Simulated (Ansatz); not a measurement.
# MoS2: the cost of one run

Program: Ansatz 0.2.0. Level of theory: DFT PBE, scalar-relativistic, plane waves, PAW. These are calculated values, not measurements.

1 further run of the same task is left out (it didn't finish).

## (1) The starting structure

Symmetry: P-6m2, No. 187, hexagonal system. The conventional cell has a = 3.184 Å, b = 3.184 Å, c = 17.335 Å, α = 90.00°, β = 90.00°, γ = 120.00°. Around Mo (site symmetry -6m2) lie 6 S at 2.41 Å. Around S (site symmetry 3m) lie 3 Mo at 2.41 Å.

Coordinates:

```
CELL_PARAMETERS angstrom
3.18413 0.00000 0.00000
-1.59206 2.75753 0.00000
0.00000 0.00000 17.33460
ATOMIC_POSITIONS crystal
Mo 0.00000 0.00000 0.00000
S 0.33333 0.66667 0.08949
S 0.33333 0.66667 0.91051
```

The structure comes from the Materials Project (structure only).

## (2) Self-consistent density

The input, input.yaml:

```yaml
crystal:
  lattice:
    - [3.1841260822, 0.0, 0.0]
    - [-1.5920630411, 2.757534076, 0.0]
    - [0.0, 0.0, 17.33459995]
  atoms:
    - { symbol: Mo, position: [0.0, 0.0, 0.0] }
    - { symbol: S, position: [0.33333333, 0.66666667, 0.08949298] }
    - { symbol: S, position: [0.33333333, 0.66666667, 0.91050702] }
basis:
  ecutwfc: 500
  fft_grid_basis: typed
kpoints:
  mp_grid: { grid: [12, 12, 2] }
hamiltonian:
  xc: pbe
  pseudopotentials: { kind: paw }
scf:
  occupations: { method: gaussian, width: 0.05 }
output:
  forces: true
  stress: true
  eigenvalues: true
  bader: true
  write_density: true
  volumetric_format: npy
  elf: true
```

Command:

```console
$ ansatz run input.yaml --threads 2 --pin off --max-ram 4096MiB --backend cpu --events-out ev --progress --plain --runs-dir out
```

Q: Estimate wall time and peak memory on 2 threads of Arm Neoverse N1, shared host.

About 29 s, with a peak of 0.44 GiB.
